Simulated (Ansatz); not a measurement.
# Zone-centre modes in HgTe

Theory: Ansatz, DFT PBEsol, scalar-relativistic, plane waves, PAW. Cutoff 420 eV, Γ-centred 16×16×16 k-points, Gaussian smearing of 0.15 eV. Spin–orbit coupling is left out, which can shift energies with elements as heavy as these. No spin polarisation.

Reference structure (relaxed at this level):

```
Hg Te
1.0
     0.00000    3.25589    3.25589
     3.25589    0.00000    3.25589
     3.25589    3.25589    0.00000
Hg Te
1 1
Cartesian
  0.0000 0.0000 0.0000
  4.8838 4.8838 4.8838
```

Harmonic modes by finite displacements of 0.02 Å, without the LO–TO term.

Q: At this geometry, is the structure stable against these modes?

A: Yes: no mode is imaginary beyond 10 cm⁻¹, and only the three translations lie near zero.

Q: List the wavenumbers in cm⁻¹.

A: 0, 0, 0, 109, 109, 109.

Cost: 1 run of about 3.1 core-minutes, on Intel Xeon Processor @ 2.70GHz (shared hosts).